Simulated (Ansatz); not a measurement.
# ZnO (Pm-3m) in Ansatz: electric field gradients with PBE

Aim: the electric field gradients of ZnO with PBE.

Everything below comes from runs of Ansatz 0.2.0. Logs are shortened: lines on timing, memory, paths and dates and some standing lists are left out, and cuts for length are marked.

## Step 1: The crystal as given

Symmetry: Pm-3m, No. 221, cubic system. Conventional cell: a = 2.688 Å, b = 2.688 Å, c = 2.688 Å, α = 90.00°, β = 90.00°, γ = 90.00°. Zn (site symmetry m-3m) is surrounded by 8 O at 2.33 Å. Around O (site symmetry m-3m) lie 8 Zn at 2.33 Å.

The cell was built by a generator and needn't be a form met in nature.

## Step 2: Electric field gradients, PBE

File input.yaml:

```yaml
crystal:
  lattice:
    - [2.68821, 0.0, 0.0]
    - [0.0, 2.68821, 0.0]
    - [0.0, 0.0, 2.68821]
  atoms:
    - { symbol: Zn, position: [0.0, 0.0, 0.0] }
    - { symbol: O, position: [0.5, 0.5, 0.5] }
kpoints:
  mp_grid: { grid: [10, 10, 10] }
scf:
  occupations: { method: fermi_dirac, width: 0.05 }
hamiltonian:
  xc: pbe
  pseudopotentials: { kind: all_electron, datasets: crystal }
output:
  forces: true
  stress: true
  eigenvalues: true
  efg: {}
```

Potentials or basis: all-electron PAW datasets made for the crystal.

Command:

```console
$ ansatz run input.yaml --threads 1 --pin off --max-ram 3072MiB --backend cpu --events-out ev --progress --plain --runs-dir out
```

Log:

```text
Warning: RAYON_NUM_THREADS=1 ignored (pool sized by the plan → 1); use --threads N
hamiltonian.pseudopotentials.datasets: crystal makes datasets for this crystal and solves the spheres of its atoms anew in each pass: cutoff 340.0 eV, the density's 1360.0 eV; for an error of 0.50 meV an atom under PBE, 1.0 meV for the cell; an energy difference from a run of another recipe may be off by several times the error for the cell, under r2SCAN by more, where some 0.1 meV an atom stays at smaller errors; O in spheres of 1.069 Å, 6 of its electrons in bands; Zn in spheres of 1.254 Å, 12 of its electrons in bands, 8 on its site; only band paths and densities of states list, in semicore columns, the levels of the semicore shells that are solved separately: 3s of Zn, 3p of Zn
Engine: ansatz 0.2.0, x86_64-unknown-linux-gnu
Pseudopotentials: kind: all_electron
Pseudopotential: Zn, paw, valence charge 20, recommended cutoff 340 eV (normal), crystal/all_electron/pbe/scalar/gaussian/Zn, Koelling and Harmon's equation, gaussian nucleus
Pseudopotential: O, paw, valence charge 6, recommended cutoff 340 eV (normal), crystal/all_electron/pbe/scalar/gaussian/O, Koelling and Harmon's equation, gaussian nucleus
Functional definition: PBE
  parameter kappa = 0.804
  parameter beta = 0.06672455060314922
  exchange = pbe_x(kappa = kappa, mu = beta*pi^2/3)
  correlation = pbe_c(beta = beta)
Crystal: 2 atoms, lattice volume = 19.426 Å³
Basis set: ecut = 340 eV, 257 PW (Γ), exchange–correlation on 36×36×36 points (8 copies of the dense FFT grid, shifted against one another)
Bands: 13, of which v1, the nominal top of the filled ones, is band 9 counted from 1 (8 counted from 0)
Symmetry: 48 space group operations
Space group: Pm-3m (ITA 221), of the structure as read, at distance tolerance 2.7e-5 Å
k-points: 56 of 1000
Non-local potential: Zn, projectors of the file, l = 0: 1, l = 1: 1, l = 2: 2
Non-local potential: O, projectors of the file, l = 0: 1, l = 1: 2
PAW form: soft (Blöchl's): semilocal exchange-correlation on the pseudo side does not see the compensation charge
PAW one-centre angular grid: Zn, 590 points (default); XC on its mesh's 1893 points in the sphere
PAW one-centre angular grid: O, 110 points (default); XC on its mesh's 1967 points in the sphere
Initial density: superposition of atomic densities (neutral atoms: chi_scale 0, normalization atom)
Initial wavefunctions: pseudopotential atomic-orbital guess
Functional: x = pbe(κ = 0.804, μ = 0.2195149727645171), c = pbe(β = 0.06672455060314922)
iter 1 solved again at ethr=3.37e-2 eV; its pass at ethr=1.00e-1 eV (dr2=6.06e0 eV) is discarded
SCF iter   1: F=—  HF=-50922.019651 eV  |F-HF|=—  |Δ(HF+E_count)|=         —  Δρ=1.64e-1  dr2=6.09e0  ethr=3.37e-2  ⟨swp⟩=2.1  Hψ=3732  notcnv=0
preconditioner: auto → none  [insulator: Δε(μ)=0.894 eV  Ē_g=15.594 eV  σ=0.050 eV  W_gap=1.00  n_scr=6 (ndim 8)  ℏωp=35.7 eV  f_vac=0.000  D(μ)=0.00/eV (n_scr^D=0)  ε∞_Penn≈6.3]
SCF iter   2: F=—  HF=-50921.061046 eV  |F-HF|=—  |Δ(HF+E_count)|=   9.59e-1  Δρ=1.25e-1  dr2=2.27e0  ethr=3.37e-2  ⟨swp⟩=3.1  Hψ=1851  notcnv=0  defer=1
iter 3 solved again at ethr=3.58e-4 eV; its pass at ethr=1.26e-2 eV (dr2=6.44e-2 eV) is discarded
SCF iter   3: F=—  HF=-50920.335998 eV  |F-HF|=—  |Δ(HF+E_count)|=   7.25e-1  Δρ=1.93e-2  dr2=6.50e-2  ethr=3.58e-4  ⟨swp⟩=2.1  Hψ=3461  notcnv=0  defer=3
SCF iter   4: F=—  HF=-50920.341270 eV  |F-HF|=—  |Δ(HF+E_count)|=   5.27e-3  Δρ=8.41e-3  dr2=9.78e-3  ethr=3.58e-4  ⟨swp⟩=3.0  Hψ=1807  notcnv=0  defer=1
SCF iter   5: F=—  HF=-50920.328730 eV  |F-HF|=—  |Δ(HF+E_count)|=   1.25e-2  Δρ=1.53e-3  dr2=6.51e-4  ethr=5.43e-5  ⟨swp⟩=3.0  Hψ=1767  notcnv=0
SCF iter   6: F=—  HF=-50920.329191 eV  |F-HF|=—  |Δ(HF+E_count)|=   4.60e-4  Δρ=5.89e-4  dr2=4.65e-5  ethr=3.61e-6  ⟨swp⟩=2.2  Hψ=1547  notcnv=0
SCF iter   7: F=—  HF=-50920.329195 eV  |F-HF|=—  |Δ(HF+E_count)|=   4.28e-6  Δρ=1.46e-4  dr2=4.59e-6  ethr=2.58e-7  ⟨swp⟩=2.9  Hψ=1308  notcnv=0
iter 8 closing phase opened: the close's accurate solve read dr2=6.25e-8 eV against 6.25e-8 eV; the close is withheld, and while its budget lasts the loop goes on, solving accurately
SCF iter   8: F=-50920.329195 eV  HF=-50920.329195 eV  |F-HF|=6.65e-8  |Δ(HF+E_count)|=   1.51e-7  Δρ=1.75e-5  dr2=6.22e-8  ethr=2.55e-8  ⟨swp⟩=3.0  Hψ=3322  notcnv=0
SCF iter   9: F=—  HF=-50920.329195 eV  |F-HF|=—  |Δ(HF+E_count)|=  9.97e-10  Δρ=1.75e-5  dr2=6.25e-8  ethr=1.00e-12  ⟨swp⟩=1.2  Hψ=741  notcnv=0
SCF iter  10: F=-50920.329195 eV  HF=-50920.329195 eV  |F-HF|=1.43e-9  |Δ(HF+E_count)|=   1.73e-8  Δρ=3.39e-6  dr2=1.09e-9  ethr=1.00e-12  ⟨swp⟩=3.2  Hψ=1757  notcnv=0
SCF 1 converged in 10 iterations: F = -50920.329197 eV  dr2 = 1.09e-9
  Residual-converged pass: the last iteration was solved by the pass's rule, and is the pass (adopted: true)  max |occ|·‖R‖ = 5.2e-6 eV (tolerance 5.3e-6 eV)  dr2=1.09e-9  dr2_onsite=1.54e-9
SCF converged after 10 iterations
Free energy (F): -50920.329197 eV
Harris-Foulkes:  -50920.329197 eV  (|F-HF|=1.43e-9)
Internal energy: -50920.328593 eV  (E = F + TS)
E sigma→0 (E₀):  -50920.328895 eV
Entropy (-TS):   -0.000604 eV (-0.302 meV/atom)
Past the cutoff: the bands carry plane waves up to 1.75 times it, of which those up to 1.5 times it add -0.000218 eV an atom, each by itself; the spheres take 0.000115 eV an atom off the energy for waves past 1.75 times it
By the cutoff:   a pressure is off by up to 0.007 GPa (1.2 times the spheres' own share and the shells' term, over an atom's volume, and 0.004 GPa: a bound that held against runs at twice the plane waves)
Past the cutoffs: a stress includes 0.0031 GPa for waves and charges beyond them, in addition to the slope of what the spheres take
In the spheres:  the bands' charges fall short by 1.7e-6 e at most (sound up to 1e-3), those of shells solved beside the bands by 5.5e-9 e (sound up to 5e-4)
Fermi energy:    12.959430 eV
--- Per-component energies (eV) ---
  E_band       = 121.678451
  E_kinetic    = 193.792034
  E_local      = -2776.799921  (includes V_loc(G=0)·N_el)
  E_nonlocal   = -146.844972
  E_hartree    = 1478.726654
  E_xc         = -79.681224
  E_vxc        = -100.661581  (∫ρ·V_xc dr)
  E_paw        = -53650.280995  (= ΣΔE_a)
  E_vpaw       = -7894.714048  (= ΣTr[D̂ρ^β])
  E_ewald      = -3828.695007
  E_smearing   = -0.000604  (= −TS)
  E_closure    = 7889.454838  (closes the sum)
  Σ components = -50920.329197   (vs F -50920.329197, Δ=0.00e0)
  The terms above E_closure are by the made datasets' own strengths, without shells solved beside the bands.
--- Forces (eV/Å), atoms counted from 1 ---
  atom   1  Zn    -0.00000000     0.00000000     0.00000000
  atom   2  O      0.00000000     0.00000000     0.00000000
  max |Σ_I F_I| component: 1.43e-29 eV/Å
--- Stress (GPa, compression-positive) ---
       -0.061990       0.000000      -0.000000
        0.000000      -0.061990       0.000000
        0.000000       0.000000      -0.061990
  P = ⅓ Tr σ = -0.0620 GPa (-0.620 kbar)
  It holds what live shells' own plane waves past their cutoff add
--- PAW observables at the nuclei: V_zz in 10²¹ V/m², potentials from the cell's mean, atoms counted from 1 ---
  atom   1  Zn V_zz =    +0.000000   η = 0.0000   by run symmetry: forbidden
            electrostatic potential = -3946.954832 V   contact ρ = 166657.048153 e/Å³
  atom   2  O  V_zz =    -0.000000   η = 0.0000   by run symmetry: forbidden
            electrostatic potential = -627.969572 V   contact ρ = 2161.462778 e/Å³
--- Band table (eV; the first three rows and the last of 56) ---
  k-point 0: bands = ["-5.6552", "6.3095", "6.3095", "7.3900", "7.3900", "7.3900", "11.6038", "11.6038", "11.6038", "11.9556", "26.8609"]
  k-point 1: bands = ["-5.5563", "6.3221", "6.3265", "7.3250", "7.3250", "7.3932", "10.2645", "11.7207", "11.7207", "13.2173", "25.9630"]
  k-point 2: bands = ["-5.2819", "6.2549", "6.3553", "7.1666", "7.1666", "7.4017", "8.9626", "12.0202", "12.0202", "14.4932", "24.2185"]
  k-point 55: bands = ["-2.8666", "5.6666", "5.6666", "5.6666", "7.6526", "7.6526", "11.3781", "11.3781", "11.3781", "18.3102", "18.3102"]
```

It took 5.7 s on 1 thread of Intel Xeon 6975P-C (Granite Rapids), shared host; peak memory 0.51 GiB.

Results:

```
Free energy            : -50920.3292 eV
Pressure               : -0.1 GPa
Band gap on the k mesh : none (metal or under the smearing width)
```

Levels at points of the mesh, in eV from the Fermi level:
```tsv
k point	band 7	band 8	band 9	band 10	band 11
(0.00, 0.00, 0.00)	-1.36	-1.36	-1.36	-1.00	13.90
(0.00, 0.00, -0.50)	-4.71	-0.17	-0.17	4.90	6.30
(0.00, -0.50, -0.50)	-4.98	-4.98	-0.32	2.45	9.88
(-0.50, -0.50, -0.50)	-1.58	-1.58	-1.58	5.35	5.35
```
